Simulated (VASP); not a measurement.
SnO2 (Cassiterite):

```
CELL_PARAMETERS angstrom
4.73800 0.00000 0.00000
0.00000 4.73800 0.00000
0.00000 0.00000 3.18650
ATOMIC_POSITIONS crystal
Sn 0.50000 0.50000 0.50000
Sn 0.00000 0.00000 0.00000
O 0.80710 0.19290 0.50000
O 0.69290 0.69290 0.00000
O 0.19290 0.80710 0.50000
O 0.30710 0.30710 0.00000
```

```yaml
Program: VASP 6.6.1
Task: relaxation of cell and atoms
Functional: r2SCAN
Potentials_or_basis: VASP PAW PBE potentials, release 64 (Sn_d, O)
Cutoff: 600 eV
k_mesh: 5 × 5 × 6
Occupations: gaussian, width 0.05 eV
Spin: no spin polarisation
```

At the start: pressure 4.3 GPa; volume 11.92 Å³/atom.

Task: Where does the relaxation end?

Result: Over 5 steps the energy falls by 3.6 meV/atom and the volume is 12.13 Å³/atom (+1.8 %); space group P4_2/mnm (No. 136, to 0.05 Å).

The path:
```csv
step,energy change (eV),largest force (eV/Å),pressure (GPa),volume (Å³)
1,0.0000,0.2774,4.34,71.53
2,0.0241,0.2134,-6.11,74.92
3,-0.0214,0.0594,-0.18,72.88
4,-0.0214,0.0618,-0.08,72.86
5,-0.0218,0.0084,0.03,72.79
```

Final structure:
```yaml
crystal:
  lattice:
    - [4.76315, 0.00000, 0.00000]
    - [0.00000, 4.76315, 0.00000]
    - [0.00000, 0.00000, 3.20856]
  atoms:
    - { symbol: Sn, position: [0.50000, 0.50000, 0.50000] }
    - { symbol: Sn, position: [0.00000, 0.00000, 0.00000] }
    - { symbol: O, position: [0.80591, 0.19409, 0.50000] }
    - { symbol: O, position: [0.69409, 0.69409, 0.00000] }
    - { symbol: O, position: [0.19409, 0.80591, 0.50000] }
    - { symbol: O, position: [0.30591, 0.30591, 0.00000] }
```

Caveat: the PAW data sets were made with another functional, which shifts forces and pressure a little.
